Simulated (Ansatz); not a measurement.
# KI: the band gap up the ladder of functionals

One table from this session's results is given with a row withheld; the runs are named, their logs left out.

The runs shown are made with Ansatz 0.2.0. PAW datasets, plane waves. Calculated at 0 K for a non-magnetic cell.

**The structure to begin with**

The cell was relaxed beforehand with r2SCAN.

It is cubic, Fm-3m (No. 225); a = 7.089 Å in the conventional setting, 44.52 Å³ an atom. Around K lie 6 I at 3.54 Å; around I lie 6 K at 3.54 Å.

As a file:

```cif
data_structure
_symmetry_space_group_name_H-M 'Fm-3m'
_symmetry_Int_Tables_number 225
_cell_length_a 7.0886
_cell_length_b 7.0886
_cell_length_c 7.0886
_cell_angle_alpha 90.000
_cell_angle_beta 90.000
_cell_angle_gamma 90.000
_cell_volume 356.19
loop_
_atom_site_label
_atom_site_type_symbol
_atom_site_symmetry_multiplicity
_atom_site_Wyckoff_symbol
_atom_site_fract_x
_atom_site_fract_y
_atom_site_fract_z
_atom_site_occupancy
K1 K 4 a 0.00000 0.00000 0.00000 1
I1 I 4 b 0.50000 0.00000 0.00000 1
```

The first run:

input.yaml reads:

```yaml
crystal:
  lattice:
    - [0.0, 3.544284798, 3.544284798]
    - [3.544284798, 0.0, 3.544284798]
    - [3.544284798, 3.544284798, 0.0]
  atoms:
    - { symbol: K, position: [0.0, 0.0, 0.0] }
    - { symbol: I, position: [0.5, 0.5, 0.5] }
kpoints:
  mp_grid: { grid: [6, 6, 6] }
  band_path:
    path:
      - [[0.0, 0.0, 0.0], [0.5, 4.582447314578e-35, 0.5], [0.625, 0.25, 0.625]]
      - [[0.375, 0.375, 0.75], [0.0, 0.0, 0.0], [0.5, 0.5, 0.5], [0.5, 0.25, 0.75], [0.5, 4.582447314578e-35, 0.5]]
    npoints: 10
hamiltonian:
  xc: pbe
scf:
  occupations: { method: fermi_dirac, width: 0.02 }
  n_extra_bands: 4
output:
  forces: true
  stress: true
  eigenvalues: true
  write_density: true
  write_potential: true
  elf: true
  volumetric_format: npy
```

Run with:

```bash
$ ansatz run input.yaml --threads 2 --pin off --max-ram 2211MiB --backend cpu --events-out ev --progress --plain --runs-dir out
```

Steps of the session up to this table: PBE band path; r2SCAN; Single point with HSE06; Single point with PBE+SOC; One-shot GW from PBE; PBE0 at the same geometry.

One table of the session follows, with a row left open; its other results are not shown here.

```
                     level  gap (eV)
                       PBE      3.94
                    r2SCAN      4.59
                     HSE06         ?
                   PBE+SOC      3.62
G0W0@PBE (265 empty bands)      6.06
                      PBE0      5.63
```

Estimate the missing values for HSE06.

**Answer.** gap (eV): 4.94. In the column «gap (eV)» it lies between r2SCAN (4.59) and PBE0 (5.63).

Meshes: PBE 6×6×6, r2SCAN 6×6×6, HSE06 4×4×4, PBE+SOC 6×6×6, PBE0 4×4×4

Limits of these values: Warnings in the runs' records: stress exchange threshold loose, stress scf threshold loose.
